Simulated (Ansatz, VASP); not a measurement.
## P in VASP and in Ansatz

POSCAR

```
P
1.0
    2.6103155800      0.0000000000      0.0000000000
   -1.3051577900      2.2605996042      0.0000000000
    0.0000000000      0.0000000000     10.1061596520
P
4
Direct
    1.0000000000      1.0000000000      1.0000000000
    1.0000000000      1.0000000000      0.5000000000
    0.3333333333      0.6666666667      0.2500000000
    0.6666666667      0.3333333333      0.7500000000
```

INCAR.step1

```
SYSTEM = P
PREC = Accurate
ENCUT = 520
ISMEAR = -1
SIGMA = 0.1
LREAL = .False.
LASPH = .True.
NELM = 80
NBANDS = 18
GGA = PE
ALGO = Normal
EDIFF = 1E-4
LWAVE = .True.
LCHARG = .False.
```

INCAR.step2

```
SYSTEM = P
PREC = Accurate
ENCUT = 520
EDIFF = 1E-7
ISMEAR = -1
SIGMA = 0.1
LREAL = .False.
LASPH = .True.
NELM = 80
ALGO = Normal
ISIF = 2
LWAVE = .False.
LCHARG = .False.
METAGGA = R2SCAN
LMIXTAU = .True.
NBANDS = 18
ISTART = 1
```

Contents of KPOINTS:

```
Automatic mesh
0
Gamma
  16 16 4
  0 0 0
```

Input for Ansatz:

```yaml
crystal:
  lattice:
    - [2.61031558, 0.0, 0.0]
    - [-1.30515779, 2.2605996042, 0.0]
    - [0.0, 0.0, 10.106159652]
  atoms:
    - { symbol: P, position: [1.0, 1.0, 1.0] }
    - { symbol: P, position: [1.0, 1.0, 0.5] }
    - { symbol: P, position: [0.3333333333, 0.6666666667, 0.25] }
    - { symbol: P, position: [0.6666666667, 0.3333333333, 0.75] }
hamiltonian:
  xc: r2scan
  pseudopotentials:
    kind: paw
    azcp:
      P: "pseudopotentials/P.paw.azcp"
basis:
  ecutwfc: 500
  fft_grid_basis: typed
kpoints:
  mp_grid: { grid: [16, 16, 4], shift: [0, 0, 0] }
magnetization:
  spin_polarized: false
scf:
  occupations: { method: fermi_dirac, width: 0.1 }
  lower_state_search: "off"
output:
  stress: true
```

Alike in both runs: task single point; functional r2SCAN; k mesh 16 × 16 × 4; occupations fermi-dirac, width 0.1 eV; no spin polarisation.

|  | VASP | Ansatz |
| --- | --- | --- |
| version | VASP 6.6.1 | Ansatz 0.2.0 |
| potentials or method | VASP PAW PBE potentials, release 64 (P) | plane waves (500 eV) with PAW, scalar-relativistic |
| plane-wave cutoff (eV) | 520 | 500 |
| valence electrons in the cell | 20 | 20 |

|  | VASP | Ansatz | Ansatz less VASP |
| --- | --- | --- | --- |
| pressure (GPa) | -0.3 | -0.2 | +0.10 |
| largest component of the traceless stress (GPa) | 0.95 | 0.90 | -0.052 |

Caveats: the PAW data sets were made with another functional, which shifts forces and pressure a little (VASP).
